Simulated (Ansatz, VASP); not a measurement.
This is a calculation of BN for VASP 6.6.1.

Contents of INCAR:

```
SYSTEM = BN
PREC = Accurate
ENCUT = 600
EDIFF = 1E-6
ISMEAR = -1
SIGMA = 0.05
LREAL = .False.
LASPH = .True.
NELM = 100
ALGO = Normal
ISIF = 3
LWAVE = .False.
LCHARG = .False.
GGA = PS
IBRION = 2
NSW = 60
EDIFFG = -0.01
```

The input KPOINTS:

```
Automatic mesh
0
Gamma
  12 12 6
  0 0 0
```

POSCAR

```
BN
1.0
    2.5539396017      0.0000000000      0.0000000000
   -1.2769698009      2.2117765748      0.0000000000
    0.0000000000      0.0000000000      4.2268550000
N B
2 2
Direct
    0.3333333333      0.6666666667      0.1252760000
    0.6666666667      0.3333333333      0.6252760000
    0.3333333333      0.6666666667      0.4997240000
    0.6666666667      0.3333333333      0.9997240000
```

Potentials or basis: VASP PAW PBE potentials, release 64 (N, B).

Launch:

```sh
$ cat potpaw_PBE.64/N/POTCAR potpaw_PBE.64/B/POTCAR > POTCAR
$ mpirun -np 1 vasp_std > vasp.out
```

Problem. Translate it to Ansatz 0.2.0. Potentials there: Ansatz PAW.

Solution. As run (the cutoff follows the program's own potentials):

File input.yaml:

```yaml
crystal:
  lattice:
    - [2.5539396017, 0.0, 0.0]
    - [-1.2769698009, 2.2117765748, 0.0]
    - [0.0, 0.0, 4.226855]
  atoms:
    - { symbol: "N", position: [0.3333333333, 0.6666666667, 0.125276] }
    - { symbol: "N", position: [0.6666666667, 0.3333333333, 0.625276] }
    - { symbol: B, position: [0.3333333333, 0.6666666667, 0.499724] }
    - { symbol: B, position: [0.6666666667, 0.3333333333, 0.999724] }
hamiltonian:
  xc: pbesol
  pseudopotentials: { kind: paw }
kpoints:
  mp_grid: { grid: [12, 12, 6] }
scf:
  occupations: { method: fermi_dirac, width: 0.05 }
output:
  forces: true
  stress: true
  eigenvalues: true
relax:
  f_tol: 0.01
  max_steps: 40
  cell: { stress_tol: 0.05 }
```

Potentials or basis: Ansatz PAW.

Command:

```sh
$ ansatz run input.yaml --threads 1 --pin off --max-ram 3584MiB --backend cpu --events-out ev --progress --plain --runs-dir out
```

Both were run:

|  | VASP | Ansatz | Ansatz less VASP |
| --- | --- | --- | --- |
| gap on the k mesh at the Fermi level, each at its own relaxed structure (eV) | 4.95 | 4.96 | +0.018 |
| relaxed volume (Å³/atom) | 5.88 | 5.88 | -0.004 |
| relaxed cell length with the largest relative difference (Å) | 2.542 | 2.541 | -0.0007 |
| energy change over the relaxation (meV/atom) | -2 | -2 | -0.2 |

Caveats: the PAW data sets were made with another functional, which shifts forces and pressure a little (VASP); the plane-wave basis is chosen anew once the cell has moved, so the energies of steps on either side of that aren't comparable (Ansatz); the pressure holds a Pulay correction of +1.1 GPa for the finite cutoff (Ansatz); the PAW data sets come from PBE, with cores solved anew for the run's functional, which leaves a small shift of forces and pressure (Ansatz). A k mesh can miss the band edges.
